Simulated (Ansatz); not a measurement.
A (100) slab of SiMo$_{3}$ (Pm-3n (No. 223)), 12 planes, outer planes SiMo2 (top) and Mo (bottom), with 24 atoms (Si6Mo18) in a surface cell of A = 23.635 Å², as cut from the bulk:

```yaml
crystal:
  lattice:
    - [4.86159, 0.00000, 0.00000]
    - [0.00000, 4.86159, 0.00000]
    - [0.00000, 0.00000, 28.36936]
  atoms:
    - { symbol: Mo, position: [0.00000, 0.50000, 0.26437] }
    - { symbol: Si, position: [0.50000, 0.50000, 0.30721] }
    - { symbol: Mo, position: [0.25000, 0.00000, 0.30721] }
    - { symbol: Mo, position: [0.75000, 0.00000, 0.30721] }
    - { symbol: Mo, position: [0.00000, 0.50000, 0.35005] }
    - { symbol: Si, position: [0.00000, 0.00000, 0.39290] }
    - { symbol: Mo, position: [0.50000, 0.25000, 0.39290] }
    - { symbol: Mo, position: [0.50000, 0.75000, 0.39290] }
    - { symbol: Mo, position: [0.00000, 0.50000, 0.43574] }
    - { symbol: Si, position: [0.50000, 0.50000, 0.47858] }
    - { symbol: Mo, position: [0.25000, 0.00000, 0.47858] }
    - { symbol: Mo, position: [0.75000, 0.00000, 0.47858] }
    - { symbol: Mo, position: [0.00000, 0.50000, 0.52142] }
    - { symbol: Si, position: [0.00000, 0.00000, 0.56426] }
    - { symbol: Mo, position: [0.50000, 0.25000, 0.56426] }
    - { symbol: Mo, position: [0.50000, 0.75000, 0.56426] }
    - { symbol: Mo, position: [0.00000, 0.50000, 0.60710] }
    - { symbol: Si, position: [0.50000, 0.50000, 0.64995] }
    - { symbol: Mo, position: [0.25000, 0.00000, 0.64995] }
    - { symbol: Mo, position: [0.75000, 0.00000, 0.64995] }
    - { symbol: Mo, position: [0.00000, 0.50000, 0.69279] }
    - { symbol: Si, position: [0.00000, 0.00000, 0.73563] }
    - { symbol: Mo, position: [0.50000, 0.25000, 0.73563] }
    - { symbol: Mo, position: [0.50000, 0.75000, 0.73563] }
```

Computed with Ansatz 0.2.0, DFT PBEsol, scalar-relativistic, plane waves, PAW. Plane waves to 420 eV, a k mesh through Γ of 7×7×1 on the computed 24-atom cell and Gaussian smearing (0.10 eV); no spin polarisation. The cell repeats along c with a dipole correction in the vacuum.

Against the same 24 atoms in the bulk, the slab as cut lies 9.637 eV higher and the relaxed slab 8.752 eV higher.

Q: Work out the surface energy before and after relaxation.

A: The slab has two faces, so γ = (E_slab − N·E_bulk)/(2A), the mean of both. As cut: 9.637/(2 × 23.635) = 0.2039 eV/Å², and 1 eV/Å² = 16.02 J/m², so γ = 3.27 J/m². Relaxed: 8.752/(2 × 23.635) = 0.1851 eV/Å² = 2.97 J/m². Relaxation recovers 9 % of the cost of cutting.

Q: What is the ideal work of this cut, per area?

A: Griffith's ideal work is 2γ: 6.53 J/m² if the new faces stay rigid, 5.93 J/m² if they relax. One thickness was run, 12 planes, so γ can still shift with it.

Cleaving SiMo₃ along (100) is costly, and relaxation lowers the mean surface energy only from 3.27 to 2.97 J/m². The high cost fits the bonding in the A15 structure: the cut severs the Mo chains running along the surface normal, along with other Mo–Mo and Mo–Si contacts. Mo has a roughly half-filled d shell, so mostly bonding d states are occupied and lost coordination is expensive. The modest energy gain suggests that the outer planes adjust their spacing and rehybridise without replacing the missing neighbours.

Every flat cut between adjacent (100) planes separates a SiMo2 plane from a Mo plane, and these cuts are equivalent by symmetry. The work of separation therefore describes this orientation as a whole, not one favourable choice of termination. It does not say which of the two faces is the more stable. As a measure of fracture, the relaxed value is a thermodynamic reference for brittle separation, while the energy spent in a real crack also includes any plastic work, and whether (100) is the preferred cleavage plane remains open without other orientations.
